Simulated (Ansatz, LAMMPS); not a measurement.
# Structural relaxation of InP with crystalline order left by the classical run (60 atoms), part 2 of 3

How does InP with crystalline order left by the classical run (60 atoms) relax, and what do bonds, charges and levels look like afterwards?

Ansatz 0.2.0; Kohn-Sham DFT, PBE, PAW (set soft_2), plane waves.

The cell: 30 In and 30 P. The quench rate of 50 K/ps far exceeds what a furnace or splat quench reaches. The starting topology of bonds comes from the classical model. Only the Γ point is sampled, in a cell whose shortest periodic width is 12 Å.

So far. Step 3 (Single point at the start): Neighbours are counted within 3.12 Å (In-P).

**4. Relaxation**

With the cell held, the atoms are moved downhill towards a nearby minimum.

Input file input.yaml:

```yaml
crystal:
  lattice:
    - [11.6766, 0.0, 0.0]
    - [0.0, 11.6766, 0.0]
    - [0.0, 0.0, 11.6766]
  atoms:
    [... the 60 atom lines of step 3 ...]
kpoints:
  mp_grid: { grid: [1, 1, 1] }
hamiltonian:
  xc: pbe
scf:
  occupations: { method: gaussian, width: 0.025 }
output:
  forces: true
relax:
  f_tol: 0.05
  max_steps: 200
```

The run is started by

```sh
$ ansatz run input.yaml --threads 4 --pin off --max-ram 8192MiB --backend cpu --events-out ev --progress --plain --runs-dir out
```

Numbers of over 12 decimals in the logs are rounded to 6 here.

The program printed:

```text
[...]
Crystal: 60 atoms, lattice volume = 1592.023 Å³
Basis set: ecut = 420 eV, 31103 PW (Γ), exchange–correlation on 160×160×160 points (8 copies of the dense FFT grid, shifted against one another)
Bands: 330, of which v1, the nominal top of the filled ones, is band 270 counted from 1 (269 counted from 0)
Symmetry: 1 space group operations
[...]
k-points: 1
[...]
SCF iter   1: F=—  HF=-190601.139285 eV  |F-HF|=—  |Δ(HF+E_count)|=         —  Δρ=2.73e-3  dr2=2.36e-1  ethr=1.77e-3  ⟨swp⟩=7.0  Hψ=1296  notcnv=0  defer=44
[...]
SCF iter  10: F=-190601.109736 eV  HF=-190601.109758 eV  |F-HF|=2.24e-5  |Δ(HF+E_count)|=   7.06e-6  Δρ=2.07e-5  dr2=2.62e-5  ethr=1.16e-8  ⟨swp⟩=4.0  Hψ=875  notcnv=0
SCF 1 converged in 10 iterations: F = -190601.109736 eV  dr2 = 2.62e-5
[...]
relax step   1: F+E_penalty+E_count = -190601.10973578 eV  Δ(F+E_penalty+E_count) = +0.000e0 eV  max|allowed force component| = 9.705e-1 eV/Å  Δτ_max = 0.0000 Å  (10 SCF iters, dr2 threshold 6.25e-5 eV, accepted)
[...]
relax step   2: F+E_penalty+E_count = -190602.30223959 eV  Δ(F+E_penalty+E_count) = -1.193e0 eV  max|allowed force component| = 6.043e-1 eV/Å  Δτ_max = 0.1948 Å  (6 SCF iters, dr2 threshold 5.89e-5 eV, accepted)
[...]
relax step   3: F+E_penalty+E_count = -190603.07525409 eV  Δ(F+E_penalty+E_count) = -7.730e-1 eV  max|allowed force component| = 2.999e-1 eV/Å  Δτ_max = 0.1920 Å  (6 SCF iters, dr2 threshold 2.28e-5 eV, accepted)
relax step   4: F+E_penalty+E_count = -190603.47602250 eV  Δ(F+E_penalty+E_count) = -4.008e-1 eV  max|allowed force component| = 2.243e-1 eV/Å  Δτ_max = 0.2000 Å  (6 SCF iters, dr2 threshold 2.22e-5 eV, accepted)
relax step   5: F+E_penalty+E_count = -190603.55405021 eV  Δ(F+E_penalty+E_count) = -7.803e-2 eV  max|allowed force component| = 4.387e-1 eV/Å  Δτ_max = 0.1964 Å  (8 SCF iters, dr2 threshold 1.24e-5 eV, accepted)
relax step   6: F+E_penalty+E_count = -190603.67606480 eV  Δ(F+E_penalty+E_count) = -1.220e-1 eV  max|allowed force component| = 1.505e-1 eV/Å  Δτ_max = 0.0690 Å  (6 SCF iters, dr2 threshold 1.00e-4 eV, accepted)
relax step   7: F+E_penalty+E_count = -190603.73225536 eV  Δ(F+E_penalty+E_count) = -5.619e-2 eV  max|allowed force component| = 1.340e-1 eV/Å  Δτ_max = 0.2000 Å  (9 SCF iters, dr2 threshold 2.67e-6 eV, accepted)
relax step   8: F+E_penalty+E_count = -190603.77374109 eV  Δ(F+E_penalty+E_count) = -4.149e-2 eV  max|allowed force component| = 1.100e-1 eV/Å  Δτ_max = 0.0557 Å  (10 SCF iters, accepted)
relax step   9: F+E_penalty+E_count = -190603.82398390 eV  Δ(F+E_penalty+E_count) = -5.024e-2 eV  max|allowed force component| = 1.333e-1 eV/Å  Δτ_max = 0.1014 Å  (8 SCF iters, dr2 threshold 8.15e-6 eV, accepted)
relax step  10: F+E_penalty+E_count = -190603.86648311 eV  Δ(F+E_penalty+E_count) = -4.250e-2 eV  max|allowed force component| = 2.313e-1 eV/Å  Δτ_max = 0.1985 Å  (8 SCF iters, dr2 threshold 1.20e-5 eV, accepted)
relax step  11: F+E_penalty+E_count = -190603.92515358 eV  Δ(F+E_penalty+E_count) = -5.867e-2 eV  max|allowed force component| = 1.159e-1 eV/Å  Δτ_max = 0.0625 Å  (6 SCF iters, dr2 threshold 5.35e-5 eV, accepted)
relax step  12: F+E_penalty+E_count = -190604.03460609 eV  Δ(F+E_penalty+E_count) = -1.095e-1 eV  max|allowed force component| = 2.830e-1 eV/Å  Δτ_max = 0.1939 Å  (8 SCF iters, dr2 threshold 3.37e-6 eV, accepted)
relax step  13: F+E_penalty+E_count = -190604.23188279 eV  Δ(F+E_penalty+E_count) = -1.973e-1 eV  max|allowed force component| = 5.777e-1 eV/Å  Δτ_max = 0.1933 Å  (6 SCF iters, dr2 threshold 2.01e-5 eV, accepted)
relax step  14: F+E_penalty+E_count = -190604.52722232 eV  Δ(F+E_penalty+E_count) = -2.953e-1 eV  max|allowed force component| = 8.093e-1 eV/Å  Δτ_max = 0.1947 Å  (6 SCF iters, dr2 threshold 1.00e-4 eV, accepted)
relax step  15: F+E_penalty+E_count = -190604.80321902 eV  Δ(F+E_penalty+E_count) = -2.760e-1 eV  max|allowed force component| = 6.980e-1 eV/Å  Δτ_max = 0.1940 Å  (6 SCF iters, dr2 threshold 1.00e-4 eV, accepted)
relax step  16: F+E_penalty+E_count = -190604.98960698 eV  Δ(F+E_penalty+E_count) = -1.864e-1 eV  max|allowed force component| = 1.003e0 eV/Å  Δτ_max = 0.1943 Å  (6 SCF iters, dr2 threshold 1.00e-4 eV, accepted)
relax step  17: F+E_penalty+E_count = -190605.28141614 eV  Δ(F+E_penalty+E_count) = -2.918e-1 eV  max|allowed force component| = 5.837e-1 eV/Å  Δτ_max = 0.1770 Å  (6 SCF iters, dr2 threshold 1.00e-4 eV, accepted)
relax step  18: F+E_penalty+E_count = -190605.54533900 eV  Δ(F+E_penalty+E_count) = -2.639e-1 eV  max|allowed force component| = 2.772e-1 eV/Å  Δτ_max = 0.1946 Å  (6 SCF iters, dr2 threshold 1.00e-4 eV, accepted)
relax step  19: F+E_penalty+E_count = -190605.66877409 eV  Δ(F+E_penalty+E_count) = -1.234e-1 eV  max|allowed force component| = 1.581e-1 eV/Å  Δτ_max = 0.2000 Å  (7 SCF iters, dr2 threshold 1.73e-5 eV, accepted)
relax step  20: F+E_penalty+E_count = -190605.74187813 eV  Δ(F+E_penalty+E_count) = -7.310e-2 eV  max|allowed force component| = 1.341e-1 eV/Å  Δτ_max = 0.1949 Å  (7 SCF iters, dr2 threshold 5.64e-6 eV, accepted)
relax step  21: F+E_penalty+E_count = -190605.79333954 eV  Δ(F+E_penalty+E_count) = -5.146e-2 eV  max|allowed force component| = 8.763e-2 eV/Å  Δτ_max = 0.1952 Å  (7 SCF iters, dr2 threshold 5.85e-6 eV, accepted)
relax step  22: F+E_penalty+E_count = -190605.82881361 eV  Δ(F+E_penalty+E_count) = -3.547e-2 eV  max|allowed force component| = 1.099e-1 eV/Å  Δτ_max = 0.1600 Å  (8 SCF iters, dr2 threshold 3.28e-6 eV, accepted)
relax step  23: F+E_penalty+E_count = -190605.86210031 eV  Δ(F+E_penalty+E_count) = -3.329e-2 eV  max|allowed force component| = 1.013e-1 eV/Å  Δτ_max = 0.1408 Å  (8 SCF iters, dr2 threshold 5.15e-6 eV, accepted)
relax step  24: F+E_penalty+E_count = -190605.90622990 eV  Δ(F+E_penalty+E_count) = -4.413e-2 eV  max|allowed force component| = 1.361e-1 eV/Å  Δτ_max = 0.1950 Å  (8 SCF iters, dr2 threshold 8.74e-6 eV, accepted)
relax step  25: F+E_penalty+E_count = -190605.93618349 eV  Δ(F+E_penalty+E_count) = -2.995e-2 eV  max|allowed force component| = 8.181e-2 eV/Å  Δτ_max = 0.0932 Å  (6 SCF iters, dr2 threshold 1.58e-5 eV, accepted)
relax step  26: F+E_penalty+E_count = -190605.95003645 eV  Δ(F+E_penalty+E_count) = -1.385e-2 eV  max|allowed force component| = 8.216e-2 eV/Å  Δτ_max = 0.0578 Å  (9 SCF iters, accepted)
[...]
relax step  27: F+E_penalty+E_count = -190605.95560373 eV  Δ(F+E_penalty+E_count) = -5.567e-3 eV  max|allowed force component| = 3.925e-2 eV/Å  Δτ_max = 0.0283 Å  (8 SCF iters, accepted)
SCF converged after 8 iterations
Free energy (F): -190605.955604 eV
[...]
Internal energy: -190605.955604 eV  (E = F + TS)
E sigma→0 (E₀):  -190605.955604 eV
Fermi energy:    7.040938 eV
[...]
--- Forces (eV/Å), atoms counted from 1 ---
  atom   1  In    -0.01103518    -0.02115410    -0.01936084
  atom   2  In    -0.00910849     0.00301798    -0.00219106
  atom   3  In     0.00046097    -0.01271032    -0.02098611
  atom   4  In     0.01380251    -0.00603830     0.02067334
  atom   5  In     0.02584085    -0.01546406    -0.00443237
  atom   6  In     0.00934111    -0.02886513     0.00755271
  atom   7  In     0.00256518    -0.01390836    -0.01294880
  atom   8  In     0.00458951    -0.00191707    -0.00349780
  atom   9  In    -0.00176395    -0.01253865     0.01320466
  atom  10  In    -0.01069946    -0.01964106     0.00830291
  atom  11  In    -0.00850232    -0.00951654     0.01429872
  atom  12  In     0.00350450     0.03149225     0.00475147
  atom  13  In    -0.00846674     0.00646935    -0.01270905
  atom  14  In    -0.01017191    -0.00347321    -0.00430395
[...]
atom  59  P     -0.00794243     0.00877119     0.01108417
  atom  60  P     -0.00292892    -0.01374609    -0.02310048
  max |Σ_I F_I| component: 1.12e-5 eV/Å
--- Relaxed structure (27 steps of the walk, 27 accepted, 0 SCFs on fresh bases) ---
  F+E_penalty+E_count = -190605.95560373 eV   max|allowed force component| = 3.925e-2 eV/Å
  atoms:
    - { symbol: In, position: [0.200909, 1.014894, 0.684972] }
    - { symbol: In, position: [0.557555, 0.457274, 0.069542] }
    - { symbol: In, position: [0.626395, 0.745415, 0.301111] }
    - { symbol: In, position: [0.848731, 0.720929, 0.560828] }
[...]
- { symbol: P, position: [0.516155, 0.591208, 0.630577] }
```

Wall time 4.3 min (4 threads of Arm Neoverse V2, shared host); peak memory 1.8 GiB.

The steps of the relaxation (22 of 27):

```
step  energy less that of the first step (eV)  largest force component (eV/Å)
   1                                   0.0000                          0.9705
   2                                  -1.1925                          0.6043
   3                                  -1.9655                          0.2999
   5                                  -2.4443                          0.4387
   6                                  -2.5663                          0.1505
   7                                  -2.6225                          0.1340
   8                                  -2.6640                          0.1100
  10                                  -2.7567                          0.2313
  11                                  -2.8154                          0.1159
  12                                  -2.9249                          0.2830
  13                                  -3.1221                          0.5777
  15                                  -3.6935                          0.6980
  16                                  -3.8799                          1.0026
  17                                  -4.1717                          0.5837
  18                                  -4.4356                          0.2772
  20                                  -4.6321                          0.1341
  21                                  -4.6836                          0.0876
  22                                  -4.7191                          0.1099
  23                                  -4.7524                          0.1013
  25                                  -4.8264                          0.0818
  26                                  -4.8403                          0.0822
  27                                  -4.8459                          0.0392
```

The atoms that moved most (Å):

```
atom      dx      dy      dz  length
 P35   0.742   0.897  -0.599   1.309
 In8  -1.093  -0.018   0.223   1.115
 P32   0.292   0.899  -0.584   1.111
 In5  -0.940  -0.120   0.497   1.070
 In1   0.226   0.762  -0.358   0.872
 P58   0.012  -0.833  -0.043   0.835
In29  -0.127   0.129   0.767   0.788
 P39   0.134  -0.071  -0.744   0.760
```

The relaxation changed the energy by -80.8 meV/atom, and atoms moved by 0.49 Å r.m.s., 1.3 Å at most.

**5. Structure statistics after relaxation**

Bonds before and after, by the cutoffs listed below:

```
pair  bonds before  bonds after  mean before (Å)  mean after (Å)  spread before (Å)  spread after (Å)
In-P           112          120            2.601           2.662              0.048             0.119
```

Density 4.56 g/cm³, 26.53 Å³ an atom.

g(r), total and by pair (bins of 0.2 Å):

```
r (Å)  total  In-In  In-P   P-P
 2.20   0.14   0.00  0.00  0.57
 2.40   0.12   0.00  0.23  0.00
 2.60   4.88   0.00  9.77  0.00
 2.80   0.82   0.18  1.54  0.00
 3.00   0.16   0.00  0.32  0.00
 3.20   0.17   0.40  0.14  0.00
 3.40   0.18   0.13  0.12  0.36
 3.60   0.52   0.86  0.27  0.66
 3.80   0.97   1.74  0.44  1.27
 4.00   1.24   2.19  0.26  2.26
 4.20   1.79   2.80  0.83  2.70
 4.40   2.06   2.94  1.17  2.99
 4.60   1.27   1.21  0.77  2.33
 4.80   1.15   1.10  1.28  0.92
 5.00   0.86   0.51  1.19  0.57
 5.20   0.72   0.16  1.12  0.47
 5.40   0.86   1.01  1.01  0.43
 5.60   0.82   0.67  0.99  0.63
```

Bonds by pair of elements; cutoffs follow the first minimum of g(r), held within bounds set by covalent radii, and pairs that aren't listed don't count as bonded:

```
pair A-B  cutoff (Å)  bonds  mean length (Å)  spread (Å)  shortest (Å)  B about A  A about B
   In-In         2.9      1             2.83           0          2.83      0.067      0.067
    In-P        3.31    120             2.66       0.119          2.47          4          4
     P-P        2.91      2             2.22       0.006          2.21      0.133      0.133
```

How many atoms have how many bonded neighbours:

```
element  mean  3   4  5
     In  4.07  2  24  4
      P  4.13  0  26  4
```

Bond angles (no mean is given where the spread exceeds 20°):

```
  angle  count  mean (°)  spread (°)
In-P-In    184       108          16
 P-In-P    184       109        15.6
 In-P-P     12       105        10.2
In-In-P      6       102        13.4
```

Bond length by coordination (bonds to H left out):

```
element  coordination  atoms  mean bond length (Å)
     In             3      2                  2.56
     In             4     24                  2.65
     In             5      4                  2.75
      P             4     26                  2.62
      P             5      4                  2.79
```

Rings of the network by King's shortest-path rule, up to 12 atoms, one path for each pair of neighbours; H, halogens, alkali and alkaline-earth atoms are left out, and the last column divides by all other atoms, bonded or not:

```
ring size (atoms)  rings  per network atom
                4      9              0.15
                5      9              0.15
                6    101              1.68
                7      6               0.1
                8      7             0.117
```

For some of the pairs, g(r) has its first main peak near 4.3 Å (In-In), 2.6 Å (In-P) and 4.3 Å (P-P). By these cutoffs 80 % of In atoms have 4 and 87 % of P atoms have 4 bonded neighbours. The In-P-In angle averages 108° with a spread of 16°. Rings of 6 atoms are the most common (77 % of those counted); sizes run from 4 to 8.

[end of part 2 of 3]

[Logs are printed without paths, hosts, clocks, repeated set-up lines and the standing remarks that a program may print on its own settings, such as how far it seeks lower states.]

[Hosts, paths, dates, database ids (printed as entryN), source tags and the programs' standing remarks are cut or masked in the printed files.]
